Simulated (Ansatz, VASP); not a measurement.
## MoRu3 (random alloy of the hcp Ru-Mo line, x = 0.25) in two plane-wave programs

Wanted: the spread between two codes on one cell, functional and k mesh. The structure shown is the start of the Ansatz relaxation below; VASP solves that cell, so the two are compared at the walk's first step.

Main program and level: Ansatz 0.2.0; plane waves, with VASP 6.6.1 beside it; single point at PBE.

**1. Starting point**

The cell holds 64 atoms: 48 Ru and 16 Mo. Its edges and angles: a = 10.935 Å, b = 10.935 Å, c = 8.720 Å, α = 90.0°, β = 90.0°, γ = 120.0°. It derives from Ru (hcp Ru-Mo), repeated 4×4×2. Hcp Ru-Mo: 64 atoms, 16 of 64 Ru sites given to Mo at random, cell and internal coordinates interpolated linearly between the end members (Vegard's rule); (so at first; earlier steps may have moved the atoms), displaced by a Gaussian of 0.02 A. Lattice constants are starting values near those of PBE.

**2. Ansatz: relaxation, PBE**

Ansatz runs on its default PAW (the set named soft_2) files.

The two programs are compared at the cell with which this relaxation starts, whose forces are those of its first step.

Input file input.yaml:

```yaml
crystal:
  lattice:
    - [10.935, 0.0, 0.0]
    - [-5.4675, 9.46999, 0.0]
    - [0.0, 0.0, 8.72]
  atoms:
    - { symbol: Ru, position: [0.00232, 0.99871, 0.99879] }
    - { symbol: Ru, position: [0.08228, 0.16849, 0.24472] }
    - { symbol: Ru, position: [0.00239, 0.99839, 0.50073] }
    - { symbol: Ru, position: [0.08442, 0.16975, 0.74527] }
    - { symbol: Mo, position: [0.999, 0.24919, 0.0026] }
    - { symbol: Ru, position: [0.08114, 0.4163, 0.24799] }
    - { symbol: Ru, position: [0.00069, 0.25123, 0.49748] }
    - { symbol: Ru, position: [0.08638, 0.41857, 0.75115] }
    - { symbol: Mo, position: [0.00093, 0.49856, 0.99972] }
    - { symbol: Mo, position: [0.08134, 0.6661, 0.25122] }
    - { symbol: Ru, position: [0.99832, 0.49916, 0.49842] }
    - { symbol: Ru, position: [0.08108, 0.66525, 0.74997] }
    - { symbol: Mo, position: [0.9982, 0.7505, 0.00381] }
    - { symbol: Ru, position: [0.08449, 0.91626, 0.24796] }
    - { symbol: Ru, position: [0.00042, 0.75357, 0.50012] }
    - { symbol: Mo, position: [0.08237, 0.91707, 0.75482] }
    - { symbol: Ru, position: [0.25087, 0.0013, 0.00069] }
    - { symbol: Ru, position: [0.33148, 0.16425, 0.2492] }
    - { symbol: Ru, position: [0.25024, 0.00124, 0.50192] }
    - { symbol: Ru, position: [0.33534, 0.16727, 0.75203] }
    - { symbol: Mo, position: [0.24994, 0.25265, 0.00118] }
    - { symbol: Ru, position: [0.3333, 0.4177, 0.24983] }
    - { symbol: Ru, position: [0.25367, 0.25321, 0.50501] }
    - { symbol: Ru, position: [0.32925, 0.41362, 0.74884] }
    - { symbol: Ru, position: [0.25122, 0.50185, 0.00072] }
    - { symbol: Ru, position: [0.32931, 0.66602, 0.2519] }
    - { symbol: Ru, position: [0.25123, 0.50161, 0.49949] }
    - { symbol: Mo, position: [0.33316, 0.66706, 0.75094] }
    - { symbol: Ru, position: [0.25049, 0.75025, 0.99846] }
    - { symbol: Ru, position: [0.33415, 0.91692, 0.25259] }
    - { symbol: Mo, position: [0.25239, 0.75039, 0.49914] }
    - { symbol: Ru, position: [0.33261, 0.91756, 0.75018] }
    - { symbol: Ru, position: [0.49942, 9.0e-05, 0.99858] }
    - { symbol: Mo, position: [0.58414, 0.16572, 0.25281] }
    - { symbol: Ru, position: [0.50136, 0.00125, 0.49749] }
    - { symbol: Ru, position: [0.58443, 0.16823, 0.74781] }
    - { symbol: Ru, position: [0.49955, 0.25007, 0.99685] }
    - { symbol: Mo, position: [0.5848, 0.41845, 0.24803] }
    - { symbol: Mo, position: [0.49926, 0.24723, 0.49991] }
    - { symbol: Ru, position: [0.58156, 0.41904, 0.75094] }
    - { symbol: Ru, position: [0.49914, 0.49836, 0.00292] }
    - { symbol: Ru, position: [0.58497, 0.66274, 0.25284] }
    - { symbol: Ru, position: [0.50333, 0.50071, 0.49725] }
    - { symbol: Mo, position: [0.58472, 0.66628, 0.74861] }
    - { symbol: Ru, position: [0.49833, 0.75116, 0.00182] }
    - { symbol: Ru, position: [0.58274, 0.91777, 0.24738] }
    - { symbol: Ru, position: [0.50152, 0.7501, 0.49957] }
    - { symbol: Mo, position: [0.58406, 0.9185, 0.75172] }
    - { symbol: Mo, position: [0.75111, 0.00029, 0.00018] }
    - { symbol: Ru, position: [0.83471, 0.16716, 0.25157] }
    - { symbol: Ru, position: [0.74686, 0.99486, 0.50238] }
    - { symbol: Ru, position: [0.8378, 0.1676, 0.74977] }
    - { symbol: Ru, position: [0.74962, 0.24975, 4.0e-05] }
    - { symbol: Ru, position: [0.83074, 0.41557, 0.24771] }
    - { symbol: Ru, position: [0.75014, 0.24937, 0.50114] }
    - { symbol: Mo, position: [0.83406, 0.41875, 0.75049] }
    - { symbol: Ru, position: [0.752, 0.496, 0.99852] }
    - { symbol: Ru, position: [0.83765, 0.67201, 0.24943] }
    - { symbol: Ru, position: [0.74984, 0.49952, 0.50305] }
    - { symbol: Ru, position: [0.83353, 0.6681, 0.74927] }
    - { symbol: Ru, position: [0.748, 0.75066, 0.00115] }
    - { symbol: Mo, position: [0.83558, 0.91643, 0.24858] }
    - { symbol: Ru, position: [0.75128, 0.75051, 0.50064] }
    - { symbol: Ru, position: [0.83442, 0.91912, 0.75085] }
kpoints:
  mp_grid: { grid: [2, 2, 2] }
hamiltonian:
  xc: pbe
scf:
  occupations: { method: fermi_dirac, width: 0.1 }
output:
  forces: true
relax:
  f_tol: 0.04
  max_steps: 150
  cell: {}
```

On the command line:

```sh
> ansatz run input.yaml --threads 5 --pin off --max-ram 76800MiB --backend cuda --events-out ev --progress --plain --runs-dir out
```

Numbers of over 12 decimals in the logs are rounded to 6 here.

The log of the run:

```text
Engine: ansatz 0.2.0, x86_64-unknown-linux-gnu
Pseudopotentials: kind: paw
Pseudopotential: Ru, paw, valence charge 16, recommended cutoff 420 eV (normal), Ru.paw.azcp
Pseudopotential: Mo, paw, valence charge 14, recommended cutoff 420 eV (normal), Mo.paw.azcp
Functional definition: PBE
  parameter kappa = 0.804
  parameter beta = 0.066725
  exchange = pbe_x(kappa = kappa, mu = beta*pi^2/3)
  correlation = pbe_c(beta = beta)
concurrent solve slots: 4 of 5 are kept, ahead of what memory takes: no pass of the eigensolver takes more rounds on 4
device memory: the entry about to start is reckoned to put 14.8 GiB on a device that reports 78.0 GiB free
GPU FFT provider: cuFFT
GPU libraries: cuBLAS 13.8.2, cuFFT 12.4.0, cuSOLVER 12.3.4
Crystal: 64 atoms, lattice volume = 902.994 Å³
Basis set: ecut = 420 eV, 17621 PW (Γ), exchange–correlation on 150×150×120 points (8 copies of the dense FFT grid, shifted against one another)
Bands: 596, of which v1, the nominal top of the filled ones, is band 496 counted from 1 (495 counted from 0)
Symmetry: 1 space group operations
Space group: P1 (ITA 1), of the structure as read, at distance tolerance 9.7e-5 Å
k-points: 8
Non-local potential: Ru, projectors of the file, l = 0: 3, l = 1: 2, l = 2: 2, l = 3: 1
Non-local potential: Mo, projectors of the file, l = 0: 3, l = 1: 2, l = 2: 2, l = 3: 1
PAW form: soft (Blöchl's): semilocal exchange-correlation on the pseudo side does not see the compensation charge
PAW one-centre angular grid: Ru, 590 points (default); XC on 64 Gauss nodes
PAW one-centre angular grid: Mo, 590 points (default); XC on 64 Gauss nodes
Initial density: superposition of atomic densities (neutral atoms: chi_scale 0, normalization atom), corrected by the library's trained network
Initial wavefunctions: pseudopotential atomic-orbital guess
GPU buffer pool allocated for 337500 grid points (all kernels)
GPU transforms: local potential and band sums: pruned to the plane-wave sphere, on 75×75×60
Functional: x = pbe(κ = 0.804, μ = 0.219515), c = pbe(β = 0.066725)
SCF iter   1: F=—  HF=-361473.802205 eV  |F-HF|=—  |Δ(HF+E_count)|=         —  Δρ=1.01e-2  dr2=1.92e0  ethr=1.77e-3  ⟨swp⟩=5.0  Hψ=14712  notcnv=0
preconditioner: auto → Kerker (q_TF=auto, 2.771 Å⁻¹)  [metal: Δε(μ)=0.009 eV  Ē_g=4.563 eV  σ=0.100 eV  W_gap=0.02  n_scr=306 (ndim 8)  ℏωp=27.1 eV  f_vac=0.000  D(μ)=66.20/eV (n_scr^D=730)]
SCF iter   2: F=—  HF=-361473.784014 eV  |F-HF|=—  |Δ(HF+E_count)|=   1.82e-2  Δρ=5.47e-3  dr2=6.10e-1  ethr=1.93e-4  ⟨swp⟩=1.0  Hψ=5488  notcnv=0  defer=1
SCF iter   3: F=—  HF=-361473.776096 eV  |F-HF|=—  |Δ(HF+E_count)|=   7.92e-3  Δρ=6.50e-4  dr2=1.23e-2  ethr=6.15e-5  ⟨swp⟩=1.0  Hψ=4752  notcnv=0  defer=1
SCF iter   4: F=—  HF=-361473.777452 eV  |F-HF|=—  |Δ(HF+E_count)|=   1.36e-3  Δρ=1.44e-4  dr2=7.43e-4  ethr=1.24e-6  ⟨swp⟩=2.0  Hψ=5114  notcnv=0  defer=1
SCF iter   5: F=—  HF=-361473.773138 eV  |F-HF|=—  |Δ(HF+E_count)|=   4.31e-3  Δρ=5.31e-5  dr2=6.59e-5  ethr=7.49e-8  ⟨swp⟩=2.8  Hψ=8543  notcnv=0  defer=1
SCF iter   6: F=—  HF=-361473.775256 eV  |F-HF|=—  |Δ(HF+E_count)|=   2.12e-3  Δρ=1.63e-5  dr2=4.65e-6  ethr=6.64e-9  ⟨swp⟩=2.1  Hψ=6526  notcnv=0  defer=1
SCF iter   7: F=—  HF=-361473.775256 eV  |F-HF|=—  |Δ(HF+E_count)|=   1.29e-7  Δρ=4.75e-6  dr2=3.28e-7  ethr=4.69e-10  ⟨swp⟩=2.6  Hψ=8564  notcnv=0  defer=1
SCF iter   8: F=-361473.775256 eV  HF=-361473.775256 eV  |F-HF|=4.60e-9  |Δ(HF+E_count)|=   2.28e-8  Δρ=8.12e-7  dr2=8.13e-9  ethr=1.01e-11  ⟨swp⟩=3.0  Hψ=12830  notcnv=0
SCF 1 converged in 8 iterations: F = -361473.775256 eV  dr2 = 8.13e-9
  greatest PAW one-centre occupation: 0.998 electrons in one spin orbital (limit 2), on the Mo atom at site 8 (counted from 0), in its partial waves of l = 0
relax step   1: F+E_penalty+E_count = -361473.77525611 eV  Δ(F+E_penalty+E_count) = +0.000e0 eV  max|allowed force component| = 9.010e-1 eV/Å  Δτ_max = 0.0000 Å  P = +3.615 GPa  Ω = 902.994 Å³  (8 SCF iters, dr2 threshold 1.00e-7 eV, accepted)
concurrent solve slots: 4 of 5 are kept, ahead of what memory takes: no pass of the eigensolver takes more rounds on 4
device memory: the entry about to start is reckoned to put 13.5 GiB (of the 14.8 GiB reckoned in all, the device holds 1.3 GiB already) on a device that reports 63.3 GiB free
GPU FFT provider: cuFFT
GPU libraries: cuBLAS 13.8.2, cuFFT 12.4.0, cuSOLVER 12.3.4
Crystal: 64 atoms, lattice volume = 929.284 Å³
Basis set: ecut = 420 eV, 18217 PW (Γ), exchange–correlation on 150×150×120 points (8 copies of the dense FFT grid, shifted against one another)
Initial density: handed on by an earlier stage of this run
Initial wavefunctions: those handed on with the density
GPU buffer pool allocated for 337500 grid points (all kernels)
GPU transforms: local potential and band sums: pruned to the plane-wave sphere, on 75×75×60
[...]
--- Relaxed structure (5 steps of the walk, 5 accepted, 1 SCFs on fresh bases) ---
  F+E_penalty+E_count = -361474.68144948 eV   max|allowed force component| = 1.287e-2 eV/Å   (the final SCF, on the basis selected at the relaxed cell)
  cell:  # Å, volume = 913.4780 Å³
    - [11.023762, 0.00379753, -0.00502853]
    - [-5.508592, 9.535511, 0.00138416]
    - [-0.00400995, -0.00104061, 8.688364]
  atoms:
    - { symbol: Ru, position: [0.000968593, 0.999606, 0.999916] }
    - { symbol: Ru, position: [0.085296, 0.169578, 0.251889] }
    - { symbol: Ru, position: [0.000110229, 1.000556, 0.499580] }
    - { symbol: Ru, position: [0.084234, 0.169147, 0.749208] }
    - { symbol: Mo, position: [0.999615, 0.251219, 0.00024199] }
    - { symbol: Ru, position: [0.083974, 0.415950, 0.251331] }
    - { symbol: Ru, position: [0.000356548, 0.250734, 0.499703] }
    - { symbol: Ru, position: [0.084361, 0.415646, 0.747385] }
    - { symbol: Mo, position: [-5.452544000195711e-5, 0.502004, 1.000086] }
    - { symbol: Mo, position: [0.086516, 0.668182, 0.255382] }
    - { symbol: Ru, position: [0.999052, 0.498246, 0.498961] }
    - { symbol: Ru, position: [0.084412, 0.668232, 0.747161] }
    - { symbol: Mo, position: [0.995472, 0.750280, 0.00149664] }
    - { symbol: Ru, position: [0.086560, 0.919195, 0.250864] }
    - { symbol: Ru, position: [-0.00161508, 0.751472, 0.499909] }
    - { symbol: Mo, position: [0.086551, 0.920078, 0.745687] }
    - { symbol: Ru, position: [0.251186, -0.00195702, 0.00104919] }
    - { symbol: Ru, position: [0.333147, 0.166682, 0.251892] }
    - { symbol: Ru, position: [0.248987, -0.00062685, 0.498932] }
    - { symbol: Ru, position: [0.333368, 0.167600, 0.749137] }
    - { symbol: Mo, position: [0.253580, 0.249878, 0.00061347] }
    - { symbol: Ru, position: [0.332062, 0.416289, 0.250580] }
    - { symbol: Ru, position: [0.249784, 0.251033, 0.500106] }
    - { symbol: Ru, position: [0.331325, 0.413908, 0.747693] }
    - { symbol: Ru, position: [0.251111, 0.500107, 0.00224401] }
    - { symbol: Ru, position: [0.333490, 0.664624, 0.249529] }
    - { symbol: Ru, position: [0.249947, 0.498988, 0.498801] }
    - { symbol: Mo, position: [0.328236, 0.661147, 0.755839] }
    - { symbol: Ru, position: [0.253792, 0.752639, 1.000272] }
    - { symbol: Ru, position: [0.333569, 0.918509, 0.249334] }
    - { symbol: Mo, position: [0.253369, 0.752762, 0.500042] }
    - { symbol: Ru, position: [0.332910, 0.919104, 0.750698] }
[...]
- { symbol: Mo, position: [0.586057, 0.165028, 0.245419] }
[...]
- { symbol: Mo, position: [0.583353, 0.420355, 0.245218] }
    - { symbol: Mo, position: [0.500828, 0.250062, 0.508110] }
[...]
- { symbol: Mo, position: [0.585943, 0.665071, 0.749753] }
[...]
- { symbol: Mo, position: [0.583895, 0.922206, 0.744041] }
    - { symbol: Mo, position: [0.745157, -0.00481451, 0.00139553] }
[...]
- { symbol: Ru, position: [0.750790, 0.250053, 0.501473] }
    - { symbol: Mo, position: [0.832466, 0.415679, 0.745306] }
    - { symbol: Ru, position: [0.748415, 0.498339, 0.999411] }
    - { symbol: Ru, position: [0.833165, 0.665695, 0.250983] }
    - { symbol: Ru, position: [0.750117, 0.500192, 0.500211] }
    - { symbol: Ru, position: [0.833088, 0.667335, 0.750181] }
    - { symbol: Ru, position: [0.747621, 0.748811, 0.00194131] }
    - { symbol: Mo, position: [0.835937, 0.917219, 0.253022] }
    - { symbol: Ru, position: [0.749262, 0.749142, 0.500570] }
    - { symbol: Ru, position: [0.833799, 0.916415, 0.749220] }
```

(Continued in part 2 of 2.)

[Lines on the potential files, build, host, timing and source positions are cut from VASP's logs without a mark.]

[Logs are printed without paths, hosts, clocks, repeated set-up lines and the standing remarks that a program may print on its own settings, such as how far it seeks lower states.]

[Hosts, paths, dates, database ids (printed as entryN), source tags and the programs' standing remarks are cut or masked in the printed files.]
